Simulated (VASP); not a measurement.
Input of a VASP 6.6.1 run:

INCAR

```
  ALGO = Fast
  EDIFF = 1E-4
  EDIFFG = -0.08
  ENCUT = 520
  GGA = PE
  IBRION = 2
  ISIF = 3
  ISMEAR = 0
  LASPH = True
  LCHARG = False
  LREAL = False
  LWAVE = False
  NELM = 60
  NSW = 24
  PREC = Normal
  SIGMA = 0.15
```

KPOINTS

```
k-points
0
Gamma
  6 6 5
```

File POSCAR:

```
TiC3
1.0
    3.7434978200      0.0000000000      0.0000000000
   -1.8717489100      3.2419642100      0.0000000000
    0.0000000000      0.0000000000      4.1950425200
Ti C
1 3
Direct
    0.0000000000      0.0000000000      0.5000000000
    0.3333333300      0.6666666700      0.5000000000
    0.6666666700      0.3333333300      0.5000000000
    0.0000000000      0.0000000000      0.0000000000
```

Potentials or basis: VASP PAW PBE potentials, release 64 (Ti_sv, C).

Command:

```bash
$ cat potpaw_PBE.64/Ti_sv/POTCAR potpaw_PBE.64/C/POTCAR > POTCAR
$ mpirun -np 1 vasp_std > vasp.out
```

Task: What does it give for the space group after relaxing (to 0.05 Å)?

Result: P6/mmm (No. 191).

Task: Estimate the relaxed cell.

Result: a = 3.779 Å, b = 3.779 Å, c = 4.051 Å, α = 90.00°, β = 90.00°, γ = 120.00°.

Stress tensor (GPa, compression positive):
```
-0.12  0.00  0.00
 0.00 -0.12  0.00
 0.00  0.00  0.47
```
